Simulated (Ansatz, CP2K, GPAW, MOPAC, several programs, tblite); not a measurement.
**Many methods on one cell: Li2S (Fm-3m)**

Li2S (started from an entry of an open crystallographic database), relaxed with r2SCAN in Ansatz, was computed with several methods. It is cubic, Fm-3m (No. 225); a = 5.691 Å in the conventional setting, 15.36 Å³ an atom. Li has 4 S at 2.46 Å; S has 8 Li at 2.46 Å. The values are computed, spin-unpolarised, and not measurements.

Space group Fm-3m (No. 225). a = 5.691 Å, b = 5.691 Å, c = 5.691 Å, α = 90.00°, β = 90.00°, γ = 90.00°
```csv
atom,site,symmetry,x,y,z
Li,8c,-43m,0.2500,0.7500,0.7500
S,4a,m-3m,0.0000,0.0000,0.0000
```

Gaps and times are for a single point on this cell; volume and bulk modulus come from each method's own relaxation or energy curve at fixed shape. Times are rough, from shared hosts (AMD EPYC 9R45 96-Core Processor), and each method has its own mesh and cell size. A dagger marks a closed or tiny gap in a crystal that DFT finds insulating: a failure of the method or a wrong SCF state. A star marks a curve whose lowest point is an end point. PM6 (MOPAC), PM7 (MOPAC), GFN1-xTB (tblite), GFN2-xTB (tblite) treat a cluster of cells at its zone centre, which samples few k points: where these miss a band edge, the gap comes out too large for that reason alone. Gaps from k meshes are read at a limited set of points (mesh, symmetry points, PBE's band edges), so each method's own least gap may be somewhat smaller. xTB and the PM methods were fitted mostly to molecules, and can miss a solid's gap by electronvolts. Minimal bases can be far off for gaps. GLLB-SC's gap includes the derivative discontinuity. d marks a direct gap, i an indirect one (no mark: not told apart), a dash a value that wasn't computed or didn't pass its checks.

| method | kind | gap (eV) | own volume (Å³/atom) | bulk modulus (GPa) | atoms computed | processor time |
| --- | --- | --- | --- | --- | --- | --- |
| light PBE (260 eV and a coarse mesh) | light plane-wave | 3.39 i | – | – | 3 | 0.28 s |
| PBE | semilocal | 3.39 i | 15.48 | 41 | 3 | 0.49 s |
| r2SCAN | semilocal | 3.87 i | 15.36 | 42 | 3 | 1.2 s |
| PBE/single zeta (GPAW) | small basis | 3.57 d | – | – | 3 | 2.4 s |
| GLLB-SC (GPAW) | model potential | 6.02 | – | – | 3 | 3.1 s |
| GFN1-xTB (tblite) | tight binding | 0.18† | 16.05 | 41 | 96 | 4.2 s |
| PM6 (MOPAC) | semi-empirical | 9.63 | – | – | 96 | 4.5 s |
| PM7 (MOPAC) | semi-empirical | 6.80 | – | – | 96 | 4.8 s |
| GFN2-xTB (tblite) | tight binding | 0.00† | 17.11* | 30* | 96 | 6.7 s |
| PBE/SZV (CP2K) | small basis | 2.27 d | 15.87 | 40 | 3 | 13 s |
| PBE/DZVP (CP2K) | small basis | 3.78 i | 15.68 | 41 | 3 | 32 s |

Against r2SCAN (3.87 eV) and with closed or daggered gaps left aside, the nearest gap at the points sampled is that of PBE/DZVP (CP2K) (-0.09 eV) and the farthest that of PM6 (MOPAC) (+5.76 eV). r2SCAN is only a yardstick of convenience: semilocal gaps usually lie below measured ones, which GLLB-SC and hybrids aim to mend.

Volumes against r2SCAN's: PBE +0.8 %, GFN1-xTB (tblite) +4.5 %, PBE/SZV (CP2K) +3.4 %, PBE/DZVP (CP2K) +2.1 %.
